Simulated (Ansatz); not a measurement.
Thickness series in KBr

The reference is KBr in the rock salt structure (space group Fm-3m, No. 225; a = 6.608 Å). Axes: x, y, z lie along the cube axes.

Free-standing slabs (2 atom(s) a layer) normal to the z axis with 15 Å of vacuum; in-plane cell held at bulk.

Calculations: Ansatz (a quantum-chemistry and plane-wave program), r2SCAN, PAW, cutoff 500 eV, no spin-orbit coupling.

Notes on the quantities. layer's space group: with vacuum.

```json
[
 {"change": "base", "gap character": "–", "layer's space group": "–", "thickness between the outermost nuclei": "–", "band gap": "5.07 eV"},
 {"change": "1 layer", "gap character": "indirect, M → Γ", "layer's space group": "P4/mmm (No. 123)", "thickness between the outermost nuclei": "–", "band gap": "5.09 eV"},
 {"change": "2 layers", "gap character": "direct at Γ", "layer's space group": "P4/nmm (No. 129)", "thickness between the outermost nuclei": "3.34 Å", "band gap": "5.18 eV"},
 {"change": "3 layers", "gap character": "direct at Γ", "layer's space group": "P4/mmm (No. 123)", "thickness between the outermost nuclei": "6.63 Å", "band gap": "5.13 eV"},
 {"change": "4 layers", "gap character": "direct at Γ", "layer's space group": "P4/nmm (No. 129)", "thickness between the outermost nuclei": "9.94 Å", "band gap": "5.12 eV"},
 {"change": "5 layers", "gap character": "direct at Γ", "layer's space group": "P4/mmm (No. 123)", "thickness between the outermost nuclei": "13.24 Å", "band gap": "5.11 eV"},
 {"change": "6 layers", "gap character": "direct at Γ", "layer's space group": "P4/nmm (No. 129)", "thickness between the outermost nuclei": "16.55 Å", "band gap": "5.10 eV"},
 {"change": "7 layers", "gap character": "direct at Γ", "layer's space group": "P4/mmm (No. 123)", "thickness between the outermost nuclei": "19.85 Å", "band gap": "5.09 eV"}
]
```

Stability against distortions was not tested. Labels are those of the standard path for the cell's own space group.
